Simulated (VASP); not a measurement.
# Zn24HO24 (a cell with a defect) in VASP: relaxation of the atoms with PBE

Aim: the relaxation of the atoms of Zn24HO24 (a cell with a defect) with PBE.

All numbers are computed with VASP 6.6.1; they aren't measurements. Logs are shortened: lines on timing, memory, paths and dates and some standing lists are left out, and cuts for length are marked.

### Step 1. The structure

The cell holds a defect, 49 atoms: a = 8.444 Å, b = 8.444 Å, c = 8.444 Å, α = 84.78°, β = 84.78°, γ = 84.78°.

### Step 2. Relaxation of the atoms, PBE, collinear spin, ferromagnetic start

The input, INCAR:

```
SYSTEM = Zn24HO24
  PREC = Normal
  ENCUT = 450
  EDIFF = 1E-6
  ISMEAR = 0
  SIGMA = 0.01
  LREAL = Auto
  LASPH = .True.
  NELM = 150
  ALGO = Normal
  ISIF = 2
  LWAVE = .False.
  LCHARG = .False.
  ISPIN = 2
  MAGMOM = 0 0 0 0 0.1 0 0 0 0.1 0 0 0.1 0 0.1 0 0 0 0 0.1 0 0 0.1 0 0 0 0 0 0 0.1 0 0 0 0 0 0.1 0.1 0 0 0 0 0 0 0 0 0 0 0 0 0.1
  LORBIT = 11
  GGA = PE
  IBRION = 2
  NSW = 70
  EDIFFG = -0.025
  AMIX = 0.2
  BMIX = 1E-4
  AMIX_MAG = 0.8
  BMIX_MAG = 1E-4
  ICORELEVEL = 1
  ISYM = 0
  KPAR = 4
  NCORE = 2
```

The input, KPOINTS:

```
Automatic mesh
0
Monkhorst
  2 2 2
  0 0 0
```

The input, POSCAR:

```
Zn24HO24
1.0
    3.2865000000     -5.6923860000      5.3003900000
    3.2865020000      5.6923860000      5.3003900000
   -6.5730020000      0.0000000000      5.3003900000
Zn O H
24 24 1
Direct
    0.4999421700      0.3332756700      0.6666091700
    0.8332755000      0.6666090000      0.9999425000
    0.1666088300      0.4999423300      0.8332758300
    0.6666088300      0.4999423300      0.3332758300
    0.9928740900      0.3436219500      0.1595680400
    0.3332755000      0.6666090000      0.4999425000
    0.6666088300      0.9999423300      0.8332758300
    0.9999421700      0.8332756700      0.6666091700
    0.3359054500      0.1619691500      0.9951807100
    0.4999421700      0.8332756700      0.1666091700
    0.8332755000      0.1666090000      0.4999425000
    0.1718749500      0.9951103900      0.3313581800
    0.8332758300      0.4999423300      0.6666088300
    0.1589404700      0.8249496600      0.9941233900
    0.4999425000      0.6666090000      0.8332755000
    0.9999425000      0.6666090000      0.3332755000
    0.3332758300      0.4999423300      0.1666088300
    0.6666091700      0.8332756700      0.4999421700
    0.0075226400      0.1740065400      0.8319883100
    0.3332758300      0.9999423300      0.6666088300
    0.6666091700      0.3332756700      0.9999421700
    0.8361292000      0.0053917600      0.1712352900
    0.1666091700      0.3332756700      0.4999421700
    0.4999425000      0.1666090000      0.3332755000
    0.6263945000      0.2930610000      0.4597275000
    0.9597278300      0.6263943300      0.7930608300
    0.2930611700      0.4597276700      0.6263941700
    0.7930611700      0.4597276700      0.1263941700
    0.1232897600      0.2901873100      0.9587875900
    0.4597278300      0.6263943300      0.2930608300
    0.7930611700      0.9597276700      0.6263941700
    0.1263945000      0.7930610000      0.4597275000
    0.4597278300      0.1263943300      0.7930608300
    0.6263945000      0.7930610000      0.9597275000
    0.9626110800      0.1311674300      0.2934498000
    0.2998709300      0.9648420100      0.1267843300
    0.6263941700      0.4597276700      0.7930611700
    0.9597275000      0.7930610000      0.1263945000
    0.2930608300      0.6263943300      0.9597278300
    0.7930608300      0.6263943300      0.4597278300
    0.1263941700      0.4597276700      0.2930611700
    0.4597275000      0.7930610000      0.6263945000
    0.7930608300      0.1263943300      0.9597278300
    0.1263941700      0.9597276700      0.7930611700
    0.4597275000      0.2930610000      0.1263945000
    0.6263941700      0.9597276700      0.2930611700
    0.9597275000      0.2930610000      0.6263945000
    0.2930608300      0.1263943300      0.4597278300
    0.0704881800      0.0673395000      0.0744608900
```

Potentials or basis: VASP PAW PBE potentials, release 64 (Zn, O, H).

Run with:

```console
cat potpaw_PBE.64/Zn/POTCAR potpaw_PBE.64/O/POTCAR potpaw_PBE.64/H/POTCAR > POTCAR
mpirun -np 8 vasp_std > vasp.out
```

OUTCAR:

```text
SYSTEM = Zn24HO24
   PREC = Normal
   ENCUT = 450
   EDIFF = 1E-6
   ISMEAR = 0
   LREAL = Auto
   LASPH = .True.
   NELM = 150
   ISIF = 2
   ISPIN = 2
   LORBIT = 11
   GGA = PE
   IBRION = 2
   NSW = 70
   EDIFFG = -0.025
   AMIX = 0.2
   AMIX_MAG = 0.8
   ISYM = 0

 ion  position               nearest neighbor table
   1  0.500  0.333  0.667-  27 2.00  33 2.00  25 2.00  37 2.01
   2  0.833  0.667  1.000-  34 2.00  28 2.00  26 2.00  38 2.01
   3  0.167  0.500  0.833-  26 2.00  27 2.00  39 2.01  29 2.02
   4  0.667  0.500  0.333-  30 2.00  25 2.00  28 2.00  40 2.01
   5  0.993  0.344  0.160-  28 1.90  29 2.00  41 2.03  35 2.06
   6  0.333  0.667  0.500-  32 2.00  27 2.00  30 2.00  42 2.01
[... 40 lines left out ...]
  47  0.960  0.293  0.626-  19 1.98  13 2.00  23 2.00  11 2.01
  48  0.293  0.126  0.460-  23 2.00  20 2.00  24 2.00  12 2.02
  49  0.070  0.067  0.074-

IMPORTANT INFORMATION: All symmetrisations will be switched off!
NOSYMM: (Re-)initialisation of all symmetry stuff for point group C_1.

----------------------------------------------------------------------------------------

                                     Primitive cell

  volume of cell :     594.9592

  direct lattice vectors                    reciprocal lattice vectors
     3.286500000 -5.692386000  5.300390000     0.050712495 -0.087836638  0.062888454
     3.286502000  5.692386000  5.300390000     0.050712495  0.087836621  0.062888454
    -6.573002000  0.000000000  5.300390000    -0.101424991  0.000000018  0.062888454

  length of vectors
     8.443842418  8.443843196  8.443843286     0.119339808  0.119339795  0.119339794

  position of ions in fractional coordinates (direct lattice)
     0.499942170  0.333275670  0.666609170
     0.833275500  0.666609000  0.999942500
     0.166608830  0.499942330  0.833275830
     0.666608830  0.499942330  0.333275830
     0.992874090  0.343621950  0.159568040
     0.333275500  0.666609000  0.499942500
[... 41 lines left out ...]
     0.293060830  0.126394330  0.459727830
     0.070488180  0.067339500  0.074460890

  ion indices of the primitive-cell ions
   primitive index   ion index
                 1           1
                 2           2
                 3           3
                 4           4
                 5           5
                 6           6
[... 41 lines left out ...]
                48          48
                49          49

----------------------------------------------------------------------------------------

 KPOINTS: Automatic mesh
[... 105 lines left out ...]
  Total       -0.3454888     -0.2102247     -0.1312597     -0.0723949     -0.1892150     -0.3622974
  in kB       -0.9303735     -0.5661181     -0.3534718     -0.1949536     -0.5095409     -0.9756379
  external PRESSURE =      -0.6166545 kB  Pullay stress =       0.0000000 kB
[... 230 lines left out ...]
  FREE ENERGIE OF THE ION-ELECTRON SYSTEM (eV)
  ---------------------------------------------------
  free  energy   TOTEN  =      -215.3711327041 eV

  energy  without entropy=     -215.3711327041  energy(sigma->0) =     -215.37113270

[... ionic steps 4 to 17 ...]

--------------------------------------- Ionic step       18  -------------------------------------------

 number of electron     432.9999472 magnetization       0.9999997

------------------------ aborting loop because EDIFF is reached ----------------------------------------
[... 161 lines left out ...]
--------------------------------------- Ionic step       20  -------------------------------------------

 number of electron     432.9999419 magnetization       0.9999997

 Free energy of the ion-electron system (eV)
  ---------------------------------------------------
  ext. energy  EPLUGINS =         0.00000000
  ---------------------------------------------------
  free energy    TOTEN  =      -215.55746189 eV

  energy without entropy =     -215.55746189  energy(sigma->0) =     -215.55746189

 the core state eigenenergies are
   1-  1s  -9517.4078  2s  -1150.9217  2p   -996.5659  3s   -122.4659  3p    -76.6597

   2-  1s  -9517.4110  2s  -1150.9280  2p   -996.5719  3s   -122.4679  3p    -76.6614

   3-  1s  -9517.4244  2s  -1150.9391  2p   -996.5833  3s   -122.4781  3p    -76.6716
[... 65 lines left out ...]
  47-  1s   -504.0138
  48-  1s   -503.9892
  49-

 E-fermi :   1.2276     XC(G=0): -10.7304

 val. band max:        1.1832854357   @ k =   0.2500   0.2500   0.2500
 cond. band min:       1.9203425121   @ k =   0.2500   0.2500   0.2500
 fundamental gap:      0.7370570764
 Fermi energy:         1.2276397716

 spin component 1

 k-point     1 :       0.2500    0.2500    0.2500
  band No.  band energies     occupation
      1     -16.8345      1.00000
      2     -16.5679      1.00000
      3     -16.5640      1.00000
      4     -16.5553      1.00000
      5     -16.4104      1.00000
      6     -16.4098      1.00000
[... 913 lines left out ...]
    227       6.5756      0.00000
    228       6.6081      0.00000
 Fermi energy:         1.2276397716

 spin component 2

 k-point     1 :       0.2500    0.2500    0.2500
  band No.  band energies     occupation
      1     -16.8044      1.00000
      2     -16.5367      1.00000
      3     -16.5322      1.00000
      4     -16.5281      1.00000
      5     -16.3786      1.00000
      6     -16.3747      1.00000
[... 913 lines left out ...]
    227       6.6041      0.00000
    228       6.6239      0.00000
 [bands above 228 left out]

------------------------ aborting loop because EDIFF is reached ----------------------------------------

  FORCE on cell =-STRESS in cart. coord.  units (eV):
  Direction    XX          YY          ZZ          XY          YZ          ZX
  --------------------------------------------------------------------------------------
  -------------------------------------------------------------------------------------
  Total       -1.9980059     -1.9592519     -0.3940157     -0.0032075     -0.0047360     -0.0001203
  in kB       -5.3804693     -5.2761081     -1.0610527     -0.0086374     -0.0127537     -0.0003239
  external PRESSURE =      -3.9058767 kB  Pullay stress =       0.0000000 kB
[... 64 lines left out ...]
  FREE ENERGIE OF THE ION-ELECTRON SYSTEM (eV)
  ---------------------------------------------------
  free  energy   TOTEN  =      -215.5574618910 eV

  energy  without entropy=     -215.5574618910  energy(sigma->0) =     -215.55746189

 reached required accuracy - stopping structural energy minimisation

 total charge

# of ion       s       p       d       tot
------------------------------------------
    1        0.448   0.455   9.891  10.794
    2        0.450   0.460   9.891  10.801
    3        0.449   0.456   9.890  10.795
    4        0.448   0.455   9.891  10.794
    5        0.446   0.453   9.889  10.788
    6        0.448   0.455   9.891  10.794
[... 41 lines left out ...]
   48        1.560   3.442   0.000   5.002
   49        0.462   0.010   0.000   0.472
--------------------------------------------------
tot         48.691  93.447 237.314 379.452

 magnetization (x)

# of ion       s       p       d       tot
------------------------------------------
    1       -0.000   0.000   0.001   0.000
    2       -0.000   0.001   0.003   0.004
    3        0.001   0.002   0.003   0.006
    4       -0.000   0.000   0.001   0.000
    5       -0.001  -0.001   0.000  -0.002
    6       -0.000   0.000   0.001   0.000
[... 41 lines left out ...]
   48        0.000   0.005   0.000   0.005
   49        0.212   0.001   0.000   0.213
--------------------------------------------------
tot          0.223   0.421   0.116   0.760
```

Run time: 78 min. Hardware: 8 MPI ranks of Intel Xeon Platinum 8175M at 2.50GHz (Skylake/Cascade Lake), shared host; peak memory 0.59 GiB.

Results:

| Property | Result |
| --- | --- |
| Free energy | -215.5575 eV |
| Energy gained by relaxing | 9.0 meV/atom |
| Ionic steps | 20 |
| Largest force after relaxing | 0.025 eV/Å |
| Net moment | 1.00 μB per cell |
| Site moments | Zn +0.00, +0.01, -0.00, +0.02; O +0.00, +0.01, +0.04, +0.07; H +0.21 μB |
| Valence electrons inside the program's atomic spheres | Zn 10.79, 10.80, 10.78, 10.81, 10.77; O 5.00, 4.99; H 0.47 |

Forces on the atoms (eV/Å):
```
Zn   0.012  0.001  0.016
Zn  -0.002 -0.002 -0.001
Zn  -0.001 -0.009 -0.002
Zn  -0.008 -0.004  0.012
Zn   0.007  0.000  0.002
Zn  -0.001 -0.011  0.001
Zn   0.001 -0.003 -0.010
Zn   0.000  0.006 -0.007
Zn  -0.001 -0.001 -0.002
Zn  -0.007 -0.001 -0.008
Zn   0.006  0.009  0.008
Zn  -0.002  0.001 -0.011
Zn   0.000  0.009  0.009
Zn  -0.010  0.002 -0.016
Zn  -0.011 -0.005  0.015
Zn   0.005  0.006 -0.006
Zn  -0.003  0.001  0.009
Zn  -0.002  0.001  0.005
Zn   0.002 -0.010  0.001
Zn  -0.003  0.002  0.003
Zn  -0.004  0.004  0.003
Zn   0.009  0.009 -0.007
Zn   0.009 -0.003  0.003
Zn   0.014 -0.002  0.010
O   -0.003 -0.006 -0.006
O   -0.001 -0.006  0.007
O   -0.002  0.002 -0.012
O   -0.003  0.003 -0.015
O    0.005  0.000 -0.004
O    0.000  0.010 -0.008
O    0.009 -0.001  0.005
O    0.004 -0.002 -0.007
O    0.006  0.006 -0.017
O   -0.008  0.004  0.004
O    0.001 -0.002  0.000
O   -0.006  0.006  0.018
O   -0.009 -0.011  0.011
O    0.006 -0.001 -0.001
O   -0.010  0.003 -0.006
O    0.006 -0.006  0.023
O   -0.010 -0.010 -0.012
O   -0.007  0.015  0.012
O    0.005  0.004  0.005
O    0.000 -0.006  0.002
O   -0.004  0.004 -0.012
O    0.006  0.006  0.005
O   -0.002 -0.015 -0.007
O   -0.003  0.002 -0.008
H    0.006  0.000 -0.005
```

Step by step:
```tsv
step	energy change (eV)	largest force (eV/Å)	pressure (GPa)
1	0.0000	1.3469	-0.06
2	-0.2420	0.5330	-0.29
3	-0.2560	0.4213	-0.31
4	-0.3011	0.3020	-0.34
5	-0.3162	0.2943	-0.36
6	-0.3425	0.2898	-0.38
7	-0.3566	0.2818	-0.40
8	-0.3767	0.2637	-0.42
9	-0.3893	0.2257	-0.44
10	-0.4045	0.1969	-0.45
11	-0.4109	0.1574	-0.44
12	-0.4244	0.1183	-0.44
13	-0.4273	0.1437	-0.43
14	-0.4343	0.0573	-0.41
15	-0.4344	0.0652	-0.41
16	-0.4384	0.0501	-0.40
17	-0.4386	0.0561	-0.40
18	-0.4414	0.0306	-0.39
19	-0.4415	0.0315	-0.39
20	-0.4423	0.0248	-0.39
```

Final structure:
```xyz
49
Lattice="3.2865 -5.6924 5.3004 3.2865 5.6924 5.3004 -6.5730 0.0000 5.3004" Properties=species:S:1:pos:R:3 pbc="T T T"
Zn   -1.6473   -0.9388    7.9483
Zn   -1.6451   -0.9562   13.2266
Zn   -3.2677    1.9274    7.9831
Zn    1.6419   -0.9580    7.9470
Zn   -0.0056    1.8943    2.6805
Zn    0.0160    1.8990    7.9521
Zn   -0.0019    1.9045   13.2293
Zn    1.6537   -0.9499   13.2291
Zn    1.6462   -0.9409    2.6819
Zn    3.3080    1.8683    7.9822
Zn   -0.0315   -3.7955    7.9807
Zn   -1.6345   -0.9541    2.6832
Zn   -0.0189   -1.9059   10.5923
Zn    3.2922    3.8537    5.3344
Zn   -1.6326    0.9746   10.5923
Zn   -0.0248    3.7780    5.3075
Zn    1.6549    0.9762    5.3154
Zn    1.6676    0.9307   10.5950
Zn   -4.9783    0.9233    5.3335
Zn   -3.2575   -1.9129    5.3076
Zn   -3.2805   -1.8683   10.6051
Zn    1.6928   -4.7776    5.3340
Zn   -1.6684    0.9428    5.3180
Zn    0.0222   -1.9168    5.3153
O    -0.0081   -1.9038    7.3261
O     0.0068   -1.8891   12.6003
O    -1.6398    0.9628    7.3290
O     3.2816   -1.9119    7.3105
O    -4.9069    0.9688    7.3649
O     1.6585    0.9431    7.3267
O     1.6356    0.9473   12.6019
O     0.0177    3.7948    7.3119
O    -3.2924   -1.8844    7.3128
O    -1.6340    0.9407   12.6007
O     1.6172   -4.7368    7.3652
O     3.2965    3.7662    7.3637
O    -1.6429   -0.9237    9.9583
O     4.8798   -0.9833    9.9217
O    -3.2772    1.9514    9.9945
O     1.6288   -0.9643    9.9566
O    -0.0162    1.8827    4.6859
O     0.0292    1.8894    9.9602
O    -3.2881   -3.7364    9.9236
O    -1.5863    4.7172    9.9235
O     1.6451   -0.9247    4.6869
O     3.3336    1.8672    9.9928
O    -0.0449   -3.8166    9.9930
O    -1.6183   -0.9581    4.6873
H    -0.0039   -0.0019    0.6242
```

Levels at points of the mesh, in eV from the valence-band top:
Spin up:
| k point | band 215 | band 216 | band 217 | band 218 | band 219 | band 220 |
| --- | --- | --- | --- | --- | --- | --- |
| (0.25, 0.25, 0.25) | -0.44 | -0.44 | 0.00 | 1.76 | 3.43 | 3.43 |
Spin down:
```csv
k point,band 213,band 214,band 215,band 216,band 217,band 218,band 219,band 220
"(0.25, 0.25, 0.25)",-0.90,-0.88,-0.42,-0.42,0.74,1.90,3.44,3.44
```

Core levels (eV, on the scale of the bands):
| atom | levels |
| --- | --- |
| 1 Zn | 1s -9517.4, 2s -1150.9, 2p -996.6, 3s -122.5, 3p -76.7 |
| 2 Zn | 1s -9517.4, 2s -1150.9, 2p -996.6, 3s -122.5, 3p -76.7 |
| 3 Zn | 1s -9517.4, 2s -1150.9, 2p -996.6, 3s -122.5, 3p -76.7 |
| 4 Zn | 1s -9517.4, 2s -1150.9, 2p -996.6, 3s -122.5, 3p -76.7 |
| 5 Zn | 1s -9517.4, 2s -1151.0, 2p -996.6, 3s -122.5, 3p -76.7 |
| 6 Zn | 1s -9517.4, 2s -1150.9, 2p -996.6, 3s -122.5, 3p -76.7 |

Caveat: the cutoff is under 1.25 times the usual one of these potentials, so pressure, stress and relaxed cells hold a basis-set (Pulay) error.
